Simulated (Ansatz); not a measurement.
A relaxation computed with Ansatz, from input to last step.

```yaml
crystal:
  lattice:
    - [5.1053795026, 0.0, 5.5850507228]
    - [5.1053795026, 0.0, -5.5850507228]
    - [1.0e-10, 8.8427766904, 0.0]
  atoms:
    - { symbol: Si, position: [0.7083333333, 0.0416666667, 0.25] }
    - { symbol: Si, position: [0.2083333333, 0.5416666667, 0.25] }
    - { symbol: Si, position: [0.9583333333, 0.2916666667, 0.75] }
    - { symbol: Si, position: [0.4583333333, 0.7916666667, 0.75] }
    - { symbol: Si, position: [0.2916666667, 0.9583333333, 0.25] }
    - { symbol: Si, position: [0.7916666667, 0.4583333333, 0.25] }
    - { symbol: Si, position: [0.5416666667, 0.2083333333, 0.75] }
    - { symbol: Si, position: [0.0416666667, 0.7083333333, 0.75] }
    - { symbol: Si, position: [0.75, 0.75, 0.0] }
    - { symbol: Si, position: [0.25, 0.25, 0.0] }
    - { symbol: Si, position: [0.0, 0.0, 0.5] }
    - { symbol: Si, position: [0.5, 0.5, 0.5] }
    - { symbol: O, position: [0.5, 1.0, 0.2919802235] }
    - { symbol: O, position: [0.0, 0.5, 0.2919802235] }
    - { symbol: O, position: [0.75, 0.25, 0.7919802235] }
    - { symbol: O, position: [0.25, 0.75, 0.7919802235] }
    - { symbol: O, position: [0.3226814991, 0.4893481657, 0.3959901117] }
    - { symbol: O, position: [0.8226814991, 0.9893481657, 0.3959901117] }
    - { symbol: O, position: [0.5726814991, 0.7393481657, 0.8959901117] }
    - { symbol: O, position: [0.0726814991, 0.2393481657, 0.8959901117] }
    - { symbol: O, position: [0.1773185009, 0.0106518343, 0.3959901117] }
    - { symbol: O, position: [0.6773185009, 0.5106518343, 0.3959901117] }
    - { symbol: O, position: [0.4273185009, 0.2606518343, 0.8959901117] }
    - { symbol: O, position: [0.9273185009, 0.7606518343, 0.8959901117] }
    - { symbol: O, position: [0.25, 0.75, 0.2080197765] }
    - { symbol: O, position: [0.75, 0.25, 0.2080197765] }
    - { symbol: O, position: [0.5, 1.0, 0.7080197765] }
    - { symbol: O, position: [0.0, 0.5, 0.7080197765] }
    - { symbol: O, position: [0.7606518343, 0.9273185009, 0.1040098883] }
    - { symbol: O, position: [0.2606518343, 0.4273185009, 0.1040098883] }
    - { symbol: O, position: [0.0106518343, 0.1773185009, 0.6040098883] }
    - { symbol: O, position: [0.5106518343, 0.6773185009, 0.6040098883] }
    - { symbol: O, position: [0.2393481657, 0.0726814991, 0.1040098883] }
    - { symbol: O, position: [0.7393481657, 0.5726814991, 0.1040098883] }
    - { symbol: O, position: [0.4893481657, 0.3226814991, 0.6040098883] }
    - { symbol: O, position: [0.9893481657, 0.8226814991, 0.6040098883] }
    - { symbol: Si, position: [0.03125, 0.8645833333, 0.1041666667] }
  host:
    lattice:
      - [5.1053795026, 0.0, 0.0]
      - [-2.5526897513, 4.4213883452, 0.0]
      - [0.0, 0.0, 5.5850507228]
    atoms:
      - { symbol: Si, position: [0.0, 0.5, 0.6666666667] }
      - { symbol: Si, position: [0.5, 0.5, 0.3333333333] }
      - { symbol: Si, position: [0.5, 0.0, 0.0] }
      - { symbol: O, position: [0.7919802235, 0.583960447, 0.5] }
      - { symbol: O, position: [0.2080197765, 0.7919802235, 0.8333333333] }
      - { symbol: O, position: [0.583960447, 0.7919802235, 0.1666666667] }
      - { symbol: O, position: [0.2080197765, 0.416039553, 0.5] }
      - { symbol: O, position: [0.7919802235, 0.2080197765, 0.8333333333] }
      - { symbol: O, position: [0.416039553, 0.2080197765, 0.1666666667] }
basis:
  ecutwfc: 420
  xc_grid: 2
kpoints:
  mp_grid: { grid: [2, 2, 2], shift: [0.5, 0.5, 0.5] }
hamiltonian:
  xc: pbe
scf:
  occupations: { method: gaussian, width: 0.01 }
output:
  forces: true
  stress: false
  eigenvalues: true
  charged_corrections: { defect_position: [0.03125, 0.86458333, 0.10416667] }
  write_density: true
  write_potential: true
  elf: true
  volumetric_format: npy
relax:
  adjacent_minimum: "off"
  f_tol: 0.025
  max_steps: 45
```

```bash
ansatz run input.yaml --threads 4 --pin off --max-ram 10240MiB --backend cpu --events-out ev --progress --plain --runs-dir out
```

All numbers below come from DFT PBE, scalar-relativistic, plane waves, PAW in Ansatz 0.2.0.

The cell holds a point defect: Si interstitial, neutral.

Of 25 frames 5 are shown, positions in Å and forces in eV/Å; the SCF threshold varies from step to step.

```xyz
37
Lattice="5.1054 0.0000 5.5851 5.1054 0.0000 -5.5851 0.0000 8.8428 0.0000" Properties=species:S:1:pos:R:3:forces:R:3 pbc="T T T" step=1 free_energy_over_end_meV_per_atom=125.51
Si    3.8290    2.2107    3.7234    0.7049    0.9997   -0.4920
Si    3.8290    2.2107   -1.8617   -1.1604    0.1514    0.5463
Si    6.3817    6.6321    3.7234   -0.0363   -0.2191   -0.0471
Si    6.3817    6.6321   -1.8617    0.0909   -0.2869   -0.0291
Si    6.3817    2.2107   -3.7234    0.6716    2.2940   -0.7332
Si    6.3817    2.2107    1.8617    0.1983   -0.1564   -0.2101
Si    3.8290    6.6321    1.8617    0.0371   -0.0889   -0.0651
Si    3.8290    6.6321   -3.7234   -0.0635   -1.2055    0.3901
Si    7.6581    0.0000    0.0000   -2.3255    0.4595    0.7126
Si    2.5527    0.0000    0.0000    1.0117   -0.5610   -0.4170
Si    0.0000    4.4214    0.0000    0.1318   -0.2198    0.1729
Si    5.1054    4.4214    0.0000    0.0617    0.0581    0.1754
O     7.6581    2.5819   -2.7925   -0.1777   -0.2064    0.1311
O     2.5527    2.5819   -2.7925    0.0636    0.2139    0.2839
O     5.1054    7.0033    2.7925   -0.0100    0.0597    0.0408
O     5.1054    7.0033   -2.7925   -0.0749    0.1554   -0.0666
O     4.1457    3.5017   -0.9308    0.0567   -0.1433   -0.2168
O     9.2511    3.5017   -0.9308   -0.2698    0.0066   -0.3341
O     6.6984    7.9230   -0.9308    0.1749    0.1940    0.0295
O     1.5930    7.9230   -0.9308   -0.0495    0.2295    0.1479
O     0.9597    3.5017    0.9308    0.6893    0.9340    0.2622
O     6.0650    3.5017    0.9308   -0.0283    0.0529   -0.0362
O     3.5124    7.9230    0.9308    0.0026   -0.0566   -0.0168
O     8.6177    7.9230    0.9308   -0.5563   -2.6639   -0.5479
O     5.1054    1.8395   -2.7925    0.8953    0.0075    1.7587
O     5.1054    1.8395    2.7925   -0.2003   -0.0551    0.1540
O     7.6581    6.2609   -2.7925   -0.0507    0.0375    0.0691
O     2.5527    6.2609   -2.7925    0.0631    0.0651   -0.0077
O     8.6177    0.9197   -0.9308   -0.4442   -0.7421   -1.8002
O     3.5124    0.9197   -0.9308    0.0447    0.0169   -0.0635
O     0.9597    5.3411   -0.9308    0.0130    0.0621   -0.0726
O     6.0650    5.3411   -0.9308    0.0134    0.0496   -0.0512
O     1.5930    0.9197    0.9308    2.6133   -0.8715    0.5181
O     6.6984    0.9197    0.9308   -1.1920   -0.0891   -0.2576
O     4.1457    5.3411    0.9308    0.0019   -0.0364   -0.0157
O     9.2511    5.3411    0.9308    0.0068    0.0162    0.0458
Si    4.5736    0.9211   -4.6542   -0.9072    1.5385    0.0419
37
Lattice="5.1054 0.0000 5.5851 5.1054 0.0000 -5.5851 0.0000 8.8428 0.0000" Properties=species:S:1:pos:R:3:forces:R:3 pbc="T T T" step=7 free_energy_over_end_meV_per_atom=33.42
Si    3.7526    2.2575    3.6935    0.1158   -0.0302   -0.2549
Si    3.8033    2.2227   -1.8382    0.0394    0.0898    0.2903
Si    6.3593    6.6852    3.7435    0.1664   -0.0429    0.1116
Si    6.3743    6.6880   -1.8776   -0.0841   -0.1708   -0.0731
Si    6.4194    2.2776   -3.8932   -0.0698    0.1144    0.1531
Si    6.3180    2.1662    1.8338    0.0493   -0.1786    0.0579
Si    3.8685    6.5977    1.8604   -0.0282    0.0957    0.1261
Si    3.8109    6.4948   -3.7023   -0.2287   -0.0795   -0.0689
Si    7.6054   -0.0193    0.0995   -0.1556   -0.0122   -0.1240
Si    2.6809   -0.0511   -0.0096    0.0735   -0.0192   -0.0044
Si    0.0509    4.3996    0.0416    0.2095    0.1813   -0.0768
Si    5.1214    4.4088   -0.0129    0.0522    0.1255    0.0078
O     7.5928    2.6852   -2.7757   -0.0284    0.0727    0.0526
O     2.5137    2.5374   -2.7966    0.0386   -0.0703   -0.2005
O     5.1198    7.0673    2.7834    0.0842    0.0218   -0.0807
O     5.1128    7.0186   -2.8792    0.0517    0.0471    0.0700
O     4.0951    3.5171   -0.9150   -0.0304   -0.0426   -0.0183
O     9.2721    3.4686   -0.8704   -0.0575   -0.1526    0.0232
O     6.6430    7.9854   -0.9666    0.0321    0.1771    0.0968
O     1.5937    7.9782   -0.9058   -0.1143    0.0078   -0.0241
O     1.2867    3.6976    0.8548   -0.1492   -0.0651   -0.0561
O     6.1175    3.4558    0.8614   -0.0258   -0.0541   -0.0988
O     3.6520    7.7970    0.7992   -0.0302   -0.1400   -0.1979
O     8.4759    7.5704    0.7469   -0.0130   -0.1185   -0.0562
O     5.1652    1.9157   -2.7170   -0.1063    0.0314   -0.0780
O     5.0508    1.8837    2.7945   -0.1209    0.1449    0.0549
O     7.6757    6.3276   -2.7910   -0.0264   -0.0318   -0.0488
O     2.5633    6.2258   -2.6928    0.0466    0.0856    0.0208
O     8.5360    0.9086   -0.9933   -0.0302   -0.0265   -0.0907
O     3.5761    0.8689   -0.9964   -0.0257    0.0764   -0.0098
O     0.8352    5.4405   -0.9085   -0.1513    0.0555   -0.0204
O     6.0194    5.3718   -0.9666   -0.0384    0.0242    0.0004
O     1.9561    0.8778    1.0923    0.2171   -0.0654    0.1744
O     6.4353    0.8078    0.9272    0.1693    0.1587    0.1043
O     4.2017    5.2576    1.0159    0.0759   -0.1219    0.1181
O     9.2529    5.1038    1.1057    0.0892    0.0175    0.1786
Si    4.3542    1.3523   -4.5690    0.0042   -0.1051   -0.0579
37
Lattice="5.1054 0.0000 5.5851 5.1054 0.0000 -5.5851 0.0000 8.8428 0.0000" Properties=species:S:1:pos:R:3:forces:R:3 pbc="T T T" step=13 free_energy_over_end_meV_per_atom=21.45
Si    3.7247    2.2419    3.7349    0.0284    0.1613    0.0391
Si    3.7140    2.3184   -1.8860   -0.0541    0.0167    0.1022
Si    6.3068    6.7612    3.8579   -0.0329   -0.0427    0.0174
Si    6.3168    6.7656   -1.9728    0.1345    0.0219    0.0548
Si    6.5638    2.1690   -3.8829    0.0853   -0.2157   -0.0226
Si    6.2941    2.1939    1.7725   -0.0564   -0.0032   -0.0477
Si    3.9113    6.6002    1.8441   -0.0204   -0.0045   -0.0909
Si    3.7163    6.4693   -3.6791   -0.0665    0.0128   -0.0226
Si    7.6138   -0.0647    0.0382   -0.0194   -0.0750   -0.0526
Si    2.7989   -0.0354    0.0087    0.0373   -0.0911    0.1558
Si    0.0291    4.3684    0.1265   -0.0301    0.0100   -0.0541
Si    5.1419    4.4361   -0.0573    0.0214    0.0567    0.1130
O     7.4683    2.7406   -2.5898   -0.0318   -0.1308    0.0523
O     2.4364    2.6136   -2.8368   -0.0742   -0.0490    0.1330
O     5.0944    7.1470    2.8358    0.0220   -0.0074    0.0038
O     5.0465    7.1365   -2.9684   -0.0661    0.0127   -0.0589
O     4.0566    3.5988   -0.9616   -0.0071   -0.0509   -0.0144
O     9.2765    3.3327   -0.6971    0.0277    0.0294   -0.1613
O     6.5956    8.0872   -1.0879   -0.0849   -0.0111    0.0232
O     1.5331    8.0604   -0.7621    0.0987    0.0824    0.0413
O     1.2630    3.5539    0.8211    0.0670    0.0582   -0.1351
O     6.1591    3.3772    0.6536   -0.0141    0.0280   -0.0375
O     3.7567    7.6204    0.5748   -0.0145    0.0527    0.0658
O     8.2482    7.3621    0.6663    0.0168    0.0159    0.0271
O     4.9726    2.0204   -2.9508   -0.1365    0.0395    0.2110
O     4.9659    2.0526    2.6959   -0.0072   -0.0350   -0.0209
O     7.6178    6.4066   -2.9163    0.0215    0.0076    0.0187
O     2.5452    6.3044   -2.5461    0.0066   -0.0035   -0.0462
O     8.5624    0.8376   -1.0348    0.0405   -0.0569    0.0210
O     3.5456    0.9272   -1.0729    0.0332   -0.0114   -0.1711
O     0.6946    5.5097   -0.8189   -0.0091   -0.0387    0.0521
O     5.9421    5.4745   -1.0279   -0.0229   -0.0235   -0.0444
O     2.5215    0.9228    1.3066   -0.0053    0.0233   -0.3208
O     6.5498    0.7922    0.9742    0.0602    0.0007    0.0456
O     4.3634    5.1835    1.1682   -0.0481   -0.0115   -0.0436
O     9.2809    5.0289    1.2820    0.0176    0.0601    0.0425
Si    4.6342    0.9336   -4.4358    0.0823    0.1723    0.1246
37
Lattice="5.1054 0.0000 5.5851 5.1054 0.0000 -5.5851 0.0000 8.8428 0.0000" Properties=species:S:1:pos:R:3:forces:R:3 pbc="T T T" step=19 free_energy_over_end_meV_per_atom=3.40
Si    3.7022    2.1390    3.7705    0.0314    0.1121    0.0985
Si    3.4978    2.4258   -1.8551    0.0078    0.3923    0.0211
Si    6.3969    6.6947    3.8096    0.1239   -0.0498   -0.0625
Si    6.3147    6.7043   -1.9164   -0.0259   -0.0347   -0.0103
Si    6.7249    2.1080   -3.9894   -0.0879    0.2707    0.0628
Si    6.1746    2.1520    1.8858    0.1143    0.2392   -0.0222
Si    3.9342    6.6662    1.8743    0.0196   -0.0097    0.0681
Si    3.7726    6.4552   -3.7329   -0.1256   -0.1563   -0.0626
Si    7.5702   -0.0953    0.0409    0.1448   -0.0525   -0.0308
Si    3.0029   -0.0236   -0.2004    0.0689   -0.0107    0.0878
Si    0.0948    4.3311    0.0530   -0.0645   -0.1734   -0.0404
Si    5.0748    4.4089    0.0094    0.0197    0.0044    0.0036
O     7.4103    2.5515   -2.5465   -0.0263    0.0957   -0.0190
O     1.9957    2.6510   -2.4346   -0.1062   -0.2011   -0.0188
O     5.1321    7.1304    2.8811    0.0783    0.0112   -0.0037
O     5.0669    7.0540   -2.9268    0.0060   -0.0025    0.0155
O     3.9271    3.5627   -0.7892    0.0387   -0.0102    0.0884
O     9.3512    3.3219   -0.8270    0.0292    0.0819   -0.0865
O     6.4880    8.0304   -0.9832    0.1439    0.0252    0.0320
O     1.7519    7.9832   -0.8600   -0.0217    0.1125    0.0417
O     1.3052    3.4923    0.7425    0.0788   -0.0597    0.1036
O     6.0641    3.3625    0.7859    0.0180   -0.0190   -0.0200
O     3.9011    7.7655    0.6601   -0.2705   -0.0083   -0.1080
O     8.3379    7.4584    0.6970   -0.0673    0.0516   -0.1257
O     4.4904    2.5825   -3.1254   -0.1571   -0.1994   -0.0652
O     4.7729    1.7932    2.6027   -0.0240   -0.0567   -0.0535
O     7.6534    6.4849   -2.8497   -0.0034    0.0498   -0.0031
O     2.5578    6.1847   -2.6771    0.0064    0.0569    0.0186
O     8.5816    0.7798   -0.9281   -0.1918   -0.0212    0.1738
O     3.7278    0.8471   -1.4020    0.1459   -0.2248    0.0583
O     0.8463    5.4541   -0.8427   -0.1193    0.1000   -0.0597
O     5.9356    5.3783   -1.0094   -0.0074    0.0169    0.0576
O     2.7119    1.1992    0.8129    0.0482   -0.2512   -0.2412
O     6.7085    0.8280    1.0908    0.0310   -0.0856   -0.0684
O     4.2820    5.2457    1.1647    0.1185   -0.0020   -0.0244
O     9.3227    5.0735    1.1224   -0.0102    0.0342    0.0313
Si    4.6788    1.0672   -3.9321    0.0358   -0.0260    0.1633
37
Lattice="5.1054 0.0000 5.5851 5.1054 0.0000 -5.5851 0.0000 8.8428 0.0000" Properties=species:S:1:pos:R:3:forces:R:3 pbc="T T T" step=25 free_energy_over_end_meV_per_atom=0.00
Si    3.7048    2.1798    3.7672   -0.0014   -0.0003    0.0049
Si    3.4908    2.4164   -1.8522   -0.0056    0.0060   -0.0004
Si    6.3872    6.7459    3.7744   -0.0025   -0.0069    0.0025
Si    6.3394    6.6767   -1.8891    0.0002    0.0017   -0.0011
Si    6.7149    2.1511   -3.9987    0.0091    0.0167   -0.0028
Si    6.1760    2.1037    1.9510    0.0018    0.0000    0.0009
Si    3.9196    6.6469    1.8600    0.0002   -0.0031   -0.0019
Si    3.7655    6.4296   -3.7357    0.0028   -0.0017    0.0025
Si    7.5914   -0.0992    0.0654   -0.0049    0.0038   -0.0086
Si    3.0012    0.0003   -0.2463    0.0053   -0.0044   -0.0032
Si    0.0881    4.3743    0.0275    0.0071   -0.0027   -0.0032
Si    5.1354    4.3820    0.0419    0.0001   -0.0050   -0.0025
O     7.4252    2.6030   -2.5712    0.0005    0.0010    0.0021
O     1.9182    2.5378   -2.2816   -0.0063    0.0028    0.0004
O     5.1326    7.1597    2.8213   -0.0015   -0.0002    0.0004
O     5.0617    6.9616   -2.8783   -0.0020   -0.0042    0.0004
O     4.0243    3.5517   -0.8313    0.0032    0.0074    0.0042
O     9.3982    3.4231   -0.9507   -0.0003    0.0015   -0.0027
O     6.5417    8.0390   -1.0021    0.0020   -0.0014    0.0016
O     1.7434    8.0873   -0.9783    0.0015    0.0021    0.0004
O     1.2841    3.5369    0.7460   -0.0008   -0.0037    0.0051
O     6.0930    3.3247    0.8535   -0.0003   -0.0023    0.0012
O     3.7810    7.7271    0.6375    0.0007    0.0037   -0.0051
O     8.3632    7.4345    0.6717    0.0050    0.0024    0.0038
O     4.2737    2.5308   -3.2632    0.0069   -0.0127    0.0052
O     4.7327    1.7252    2.5881    0.0023    0.0027   -0.0014
O     7.6630    6.4487   -2.8380   -0.0026   -0.0007    0.0011
O     2.5349    6.1823   -2.6934    0.0006   -0.0001    0.0013
O     8.5566    0.9005   -0.8193   -0.0003   -0.0033    0.0001
O     3.8635    0.8450   -1.3869   -0.0012   -0.0049    0.0014
O     0.8152    5.5697   -0.8040    0.0006    0.0056   -0.0018
O     6.0213    5.3713   -0.9304    0.0017    0.0011    0.0015
O     2.6532    1.2490    0.7102   -0.0106    0.0017    0.0052
O     6.7455    0.7796    1.1679   -0.0018   -0.0031   -0.0036
O     4.3140    5.2275    1.1677    0.0014    0.0047   -0.0003
O     9.2842    5.0479    1.1118   -0.0022    0.0008   -0.0028
Si    4.7231    0.9770   -3.8366   -0.0086   -0.0050   -0.0048
```

The run took 6.8 min on 4 threads of Arm Neoverse V1 (shared host), peak memory 1.5 GiB.